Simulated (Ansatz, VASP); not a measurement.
## Two plane-wave programs on Cu

```
CELL_PARAMETERS angstrom
-2.32829 2.32829 1.21550
2.32829 -2.32829 1.21550
2.32829 2.32829 -1.21550
ATOMIC_POSITIONS crystal
Cu 0.00000 0.00000 0.00000
Cu 0.75000 0.25000 0.50000
```

Alike in both runs: functional PBE; k mesh 8 × 8 × 8; occupations gaussian, width 0.1 eV; no spin polarisation.

Ansatz relaxed the structure, and its values are those at the end. VASP's run is a single point on that final structure, the one shown.

```csv
,VASP,Ansatz
version,VASP 6.6.1,Ansatz 0.2.0
potentials or method,"VASP PAW PBE potentials, release 64 (Cu)","scalar-relativistic, plane waves, PAW"
plane-wave cutoff (eV),520,420
valence electrons in the cell,22,38
```

```csv
,VASP,Ansatz,Ansatz less VASP
gap on the k mesh at the Fermi level (eV),none,none,-
pressure (GPa),0.6,0.0,-0.58
```

A gap of «none» marks a metal or a gap that the smearing closes. The two sets of potentials don't hold the same shells in valence.

Caveats: the k mesh is coarse (spacing up to 0.36 Å⁻¹), so the values aren't converged.
